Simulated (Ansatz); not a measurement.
Runs of Ansatz 0.2.0 on SnTe. Symmetry: Pm-3m, No. 221, cubic system. Conventional cell: a = 3.905 Å, b = 3.905 Å, c = 3.905 Å, α = 90.00°, β = 90.00°, γ = 90.00°. Te (site symmetry m-3m) has 8 Sn at 3.38 Å as nearest neighbours. Sn (site symmetry m-3m) is surrounded by 8 Te at 3.38 Å. Measurements of this composition are mostly on another form, of space group No. 225.

```csv
task,level,spin,cell,k mesh,gap on the mesh (eV),pressure (GPa),relaxed volume (Å³/atom)
single point,PBE0,off,as given,4 × 4 × 4,none,-0.6,-
relaxation of cell and atoms,PBEsol0,off,relaxed,4 × 4 × 4,none,0.0,(b)
single point,PBE0,"SOC, no magnetisation",as given,3 × 3 × 3,1.44,0.5,-
single point,PBEsol0,off,as given,4 × 4 × 4,none,-2.4,-
relaxation of cell and atoms,PBE0,off,relaxed,4 × 4 × 4,none,0.0,(a)
```

Alike in all rows: potentials or basis Ansatz PAW; cutoff (eV) 420; smearing fermi-dirac 0.05 eV; the mesh is coarse, so values aren't converged.

Problem. Estimate the missing entries.

Solution. (a) 29.38; (b) 28.38.

Caveats: all runs use coarse meshes; the PAW data sets come from PBE, with cores solved anew for the run's functional, which leaves a small shift of forces and pressure; the thresholds are loose for stress (some runs); the plane-wave basis is chosen anew once the cell has moved, so the energies of steps on either side of that aren't comparable (some runs); odd divisions of the mesh miss points on the zone boundary, where band edges often lie, so the gap on the mesh can be too wide (some runs).

A k mesh can miss the band edges, and rows without SOC leave out spin-orbit coupling on Sn, Te.

A gap of «none» marks a metal or a gap under the smearing width.
